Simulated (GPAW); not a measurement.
The system is Te2Mo.

```
CELL_PARAMETERS angstrom
3.51820 0.00000 0.00000
-1.75910 3.04685 0.00000
0.00000 0.00000 13.97360
ATOMIC_POSITIONS crystal
Te 0.66667 0.33333 0.37900
Te 0.33333 0.66667 0.87900
Te 0.33333 0.66667 0.62100
Te 0.66667 0.33333 0.12100
Mo 0.66667 0.33333 0.75000
Mo 0.33333 0.66667 0.25000
```

- Program: GPAW 26.7.0
- Task: relaxation of cell and atoms
- Functional: RPBE
- Dispersion: D3
- Potentials or basis: the program's PAW data sets (release 1.2.1) made for this functional
- Cutoff: 600 eV
- Basis: pw
- k mesh: 5 × 5 × 2
- Occupations: fermi-dirac, width 0.05 eV
- Spin: no spin polarisation

At the start: pressure 1.9 GPa; volume 24.96 Å³/atom.

Question: Where does the relaxation end?

Answer: Over 6 steps the energy falls by 3.3 meV/atom and the volume is 25.57 Å³/atom (+2.4 %); space group P6_3/mmc (No. 194, to 0.05 Å).

Step by step:
```csv
step,energy change (eV),largest force (eV/Å),pressure (GPa),volume (Å³)
1,0.0000,0.1747,1.91,149.79
2,-0.0049,0.1107,1.56,150.11
3,-0.0129,0.0845,0.45,151.27
4,-0.0138,0.0956,0.33,151.50
5,-0.0185,0.0956,-0.14,152.95
6,-0.0198,0.0494,-0.13,153.43
```

Final structure:
```cif
data_structure
_symmetry_space_group_name_H-M 'P 1'
_symmetry_Int_Tables_number 1
_cell_length_a 3.5536
_cell_length_b 3.5536
_cell_length_c 14.0296
_cell_angle_alpha 90.000
_cell_angle_beta 90.000
_cell_angle_gamma 120.000
_cell_volume 153.43
loop_
_atom_site_label
_atom_site_type_symbol
_atom_site_fract_x
_atom_site_fract_y
_atom_site_fract_z
_atom_site_occupancy
Te1 Te 0.66667 0.33333 0.37884 1
Te2 Te 0.33333 0.66667 0.87884 1
Te3 Te 0.33333 0.66667 0.62116 1
Te4 Te 0.66667 0.33333 0.12116 1
Mo1 Mo 0.66667 0.33333 0.75000 1
Mo2 Mo 0.33333 0.66667 0.25000 1
```

Caveat: the k mesh is coarse; later steps reuse the first step's grids.
